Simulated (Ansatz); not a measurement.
## CsI (Pm-3m): the band gap by level of theory

All numbers come from the plane-wave code Ansatz. No magnetic order and no zero-point or thermal motion.

A 2-atom cell of CsI started from a crystallographic database, relaxed with r2SCAN. It is cubic, Pm-3m (No. 221); a = 4.608 Å in the conventional setting, 48.93 Å³ an atom. Cs has 8 I at 3.99 Å; I has 8 Cs at 3.99 Å.

```xyz
2
Lattice="4.6081 0.0000 0.0000 0.0000 4.6081 0.0000 0.0000 0.0000 4.6081" Properties=species:S:1:pos:R:3 pbc="T T T"
Cs    0.0000    0.0000    0.0000
I     2.3040    2.3040    2.3040
```

Gaps on the r2SCAN cell, each the least over its mesh and the special points:

| level | k mesh | gap (eV) | kind | edges | least direct gap (eV) | rough cost |
| --- | --- | --- | --- | --- | --- | --- |
| LDA | 6×6×6 | 3.44 | indirect | M → Γ | 3.54 | 2.9 core-seconds |
| PBE | 6×6×6 | 3.80 | indirect | M → Γ | 3.89 | 5 core-seconds |
| PBE+SOC | 6×6×6 | 3.56 | direct | Γ | 3.56 | 20 core-seconds |
| r2SCAN | 6×6×6 | 4.52 | indirect | M → Γ | 4.61 | 8 core-seconds |
| HSE06 | 4×4×4 | 4.79 | indirect | M → Γ | 4.89 | 90 core-seconds |
| HSE06+SOC | 4×4×4 | 4.54 | direct | Γ | 4.54 | 8 core-minutes |
| DDH-PBE0 | 4×4×4 | 5.85 | indirect | M → Γ | 5.95 | 110 core-seconds |
| PBE0 | 4×4×4 | 5.48 | indirect | M → Γ | 5.58 | 90 core-seconds |
| r2SCAN0 | 4×4×4 | 5.87 | indirect | M → Γ | 5.97 | 120 core-seconds |
| Hartree-Fock | 4×4×4 | 10.84 | indirect | M → Γ | 10.96 | 100 core-seconds |
| G0W0@PBE (292 empty bands, 120 eV, 4×4×4) | 4×4×4 | 5.72 | – | M → Γ (mesh) | – | 2.5 core-minutes |
| G0W0@PBE (725 empty bands, 220 eV, 4×4×4) | 4×4×4 | 5.78 | – | M → Γ (mesh) | – | 23 core-minutes |

PBE: smearing of 0.02 eV; the others have fixed occupations.
Wave cutoffs: 420 eV, 500 eV (r2SCAN, r2SCAN0).
The G0W0 gap is PBE's gap over the path plus the quasiparticle shift read on the mesh. G0W0 here is at a finite number of bands, screening cutoff and k mesh, not at the basis limit.
Costs come from shared machines and give only the order; PBE's includes the band path. The runs had 2 threads of Arm Neoverse V1, on a shared host.

With HSE06 the valence top lies at M and the conduction bottom at Γ, 4.79 eV higher; the smallest vertical gap, at Γ, is 4.89 eV. Spin-orbit coupling changes the PBE gap by -0.24 eV, to 3.56 eV, and turns it direct; at Γ the threefold valence level splits into a fourfold and a twofold level 1.05 eV apart, the fourfold one on top. Spin-orbit coupling changes the HSE06 gap by -0.26 eV, to 4.54 eV, and turns it direct; at Γ the threefold valence level splits into a fourfold and a twofold level 1.12 eV apart, the fourfold one on top.

Taking G0W0@PBE (725 empty bands, 220 eV, 4×4×4), 5.78 eV, as the yardstick (a computed one, not at the basis limit), DDH-PBE0 comes nearest, +0.07 eV off, at about 14 times r2SCAN's cost; G0W0 itself took about 170 times r2SCAN's cost. The others: r2SCAN0 +0.09, PBE0 -0.30, HSE06 -0.99, r2SCAN -1.26, PBE -1.98, LDA -2.34, Hartree-Fock +5.06 eV. The yardstick still moved by +0.06 eV in its last step of bands and cutoff, so this order can change. r2SCAN covers 72 % of the step from PBE to HSE06, while HSE06 needs about 11 times r2SCAN's cost (on a coarser mesh). For gaps to 0.1 eV, spin-orbit coupling (up to 0.35 eV here) has to be included. The levels disagree on the kind of gap: direct with PBE+SOC, HSE06+SOC; indirect with LDA, PBE, r2SCAN, HSE06, DDH-PBE0, PBE0, r2SCAN0, Hartree-Fock.

r2SCAN (ground state on 4×4×4): The clamped-ion dielectric constant comes out as 3.10 in all directions. Born charges, averaged over directions: Cs +1.29, I -1.29 e. PBE (ground state on 4×4×4): The electronic dielectric tensor ε∞ is 3.28 in all directions. Born charges, averaged over directions: Cs +1.32, I -1.32 e.

Only the levels marked +SOC include spin-orbit coupling.

The meshes of the hybrids are coarse, so their gaps aren't converged to the digits shown.
